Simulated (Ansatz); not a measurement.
ZrO₂ (tetragonal-ZrO2 type, space group P4_2/nmc)

```xyz
6
Lattice="3.5845 0.0000 0.0000 0.0000 3.5845 0.0000 0.0000 0.0000 5.1787" Properties=species:S:1:pos:R:3 pbc="T T T"
Zr     0.0000     0.0000     0.0000
Zr     1.7922     1.7922     2.5894
O      0.0000     1.7922     1.0417
O      0.0000     1.7922     3.6311
O      1.7922     0.0000     1.5476
O      1.7922     0.0000     4.1370
```

Scan: atom 6 (O, nearest neighbour Zr at 2.073 Å; its periodic images, 3.6 Å or more away, move with it) is displaced along Cartesian [110], direction (0.707, 0.707, 0.000) in Cartesian axes, by s. The other atoms stay.

Calculation: PBEsol (plane waves to 420 eV, PAW, scalar-relativistic; Ansatz, a first-principles code). k mesh 8×8×5 (Γ-centred), Fermi-Dirac smearing 0.05 eV. E stands for the smeared free energy. The PAW data are Ansatz's earlier set. This is a high-temperature form of ZrO2. ZrO2 is run without spin polarisation. ZrO2 was relaxed with its symmetry unable to fall. The zero of ΔE is the undisplaced structure.

```
s (Å)   ΔE (meV/cell)
------  -------------
-0.410            976
-0.328       withheld
-0.246            344
-0.164            152
-0.082             38
0.000               0
0.082              38
0.164             152
0.246             344
0.328        withheld
0.410             976
```

Problem. Fit an even polynomial form (powers 2, 4) to the given rows and predict ΔE at s = -0.328.

Solution. Least squares on the 9 given rows: ΔE = (5618)·s² + (1118)·s⁴, in meV/cell with s in Å; root-mean-square residual 0.1 meV/cell. At -0.328 the fit gives 617 meV/cell; the calculation gives 617 meV/cell, the same to the digits shown. The quadratic term alone would give 604 meV/cell.

(A displaced cell: forces are minus the slopes of the energy, force constants its curvatures, and phonons follow from these.)
